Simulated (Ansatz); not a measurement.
# Varying the input for Ca

All trials start from this Ansatz input:

```yaml
crystal:
  lattice:
    - [3.48865634, 0.0, 0.0]
    - [0.0, 3.48865634, 0.0]
    - [0.0, 0.0, 3.48865634]
  atoms:
    - { symbol: Ca, position: [0.0, 0.0, 0.0] }
basis:
  ecutwfc: 420
kpoints:
  mp_grid: { grid: [8, 8, 8] }
hamiltonian:
  xc: pbe
scf:
  occupations: { method: gaussian, width: 0.1 }
output:
  forces: true
  stress: true
  eigenvalues: true
```

Command:

```bash
ansatz run input.yaml --threads 1 --pin off --max-ram 1331MiB --backend cpu --events-out ev --progress --plain --runs-dir out
```

The run converges in 6 SCF iterations on 35 irreducible k-points: pressure 0.41 GPa, no gap.

These settings were drawn at random to show what each does; none of the numbers is a converged property of the crystal. Each trial's input is given as a difference from the reference's; energies are extrapolated to zero smearing where there is one, and pressure is positive in compression. Charged cells sit in a uniform background, and their pressures hang on that convention.

Trial 1 (the one atom moved, which only shifts the crystal as a whole):

```diff
 crystal:
   atoms:
-    - { symbol: Ca, position: [0.0, 0.0, 0.0] }
+    - { symbol: Ca, position: [0.679, 0.102, 0.492] }
+  symmetry: { detect: true }
 basis:
+  ecutrho_ratio: 12
 kpoints:
-  mp_grid: { grid: [8, 8, 8] }
+  mp_grid: { grid: [4, 4, 4] }
 hamiltonian:
-  xc: pbe
+  xc: rpbe
 scf:
+  max_iter: 40
```

The run converges in 6 SCF iterations on 10 irreducible k-points: pressure 1.89 GPa, no gap.

Trial 2 (the one atom moved, which only shifts the crystal as a whole):

```diff
 crystal:
   atoms:
-    - { symbol: Ca, position: [0.0, 0.0, 0.0] }
+    - { symbol: Ca, position: [0.585, 0.279, 0.088] }
 basis:
-  ecutwfc: 420
+  ecutwfc: 210
 scf:
+  mixing: { algorithm: broyden, beta: 0.27, preconditioner: none }
+  self_checks: high
+  max_iter: 94
```

The run converges in 8 SCF iterations on 35 irreducible k-points: energy 926 meV per atom above the reference, pressure 1.11 GPa (unreliable at so low a cutoff), no gap. It warns that the cutoff lies under the recommended one, 420 eV for these potentials.

Trial 3 (the one atom moved, which only shifts the crystal as a whole):

```diff
 crystal:
   atoms:
-    - { symbol: Ca, position: [0.0, 0.0, 0.0] }
+    - { symbol: Ca, position: [0.459, 0.545, 0.927] }
+total_charge: -0.1
 kpoints:
-  mp_grid: { grid: [8, 8, 8] }
+  mp_grid: { grid: [1, 1, 1], shift: [0, 0, 0.5] }
 scf:
-  occupations: { method: gaussian, width: 0.1 }
+  occupations: { method: tetrahedron_uncorrected }
+  n_extra_bands: 8
+  eigensolver: { kind: davidson }
+  max_iter: 76
+relax:
+  adjacent_minimum: "off"
+  f_tol: 0.003
+  max_steps: 10
```

The relaxation ends after 1 step and 6 SCF iterations, 0.00 meV per atom in free energy under its start, at 42.46 Å³/atom: pressure 6.86 GPa (with the neutralising background of the charged cell), no gap. It warns that the SCF threshold is loose for the stress; that the tetrahedra were set aside for another filling of the bands.

Trial 4:

```diff
 kpoints:
-  mp_grid: { grid: [8, 8, 8] }
+  mp_grid: { grid: [4, 4, 4] }
 hamiltonian:
+  dispersion: d3bj
 scf:
-  occupations: { method: gaussian, width: 0.1 }
+  occupations: { method: cold, width: 0.03 }
```

The run converges in 5 SCF iterations on 10 irreducible k-points: pressure 0.57 GPa, no gap.

Trial 5:

```diff
 kpoints:
-  mp_grid: { grid: [8, 8, 8] }
+  mp_grid: { kspacing: 0.54 }
 scf:
+  n_extra_bands: 1
+  convergence: { dr2_threshold: "1e-11 eV" }
+accuracy: high
```

The run converges in 8 SCF iterations on 10 irreducible k-points: energy 93.8 meV per atom above the reference, pressure 1.30 GPa, no gap.

Trial 6 (volume scaled):

```diff
 crystal:
   lattice:
-    - [3.48865634, 0.0, 0.0]
-    - [0.0, 3.48865634, 0.0]
-    - [0.0, 0.0, 3.48865634]
+    - [3.4546013106, 0.0, 0.0]
+    - [0.0, 3.4546013106, 0.0]
+    - [0.0, 0.0, 3.4546013106]
 hamiltonian:
+  dispersion: d3bjatm
```

The run converges in 6 SCF iterations on 35 irreducible k-points: pressure -0.19 GPa, no gap.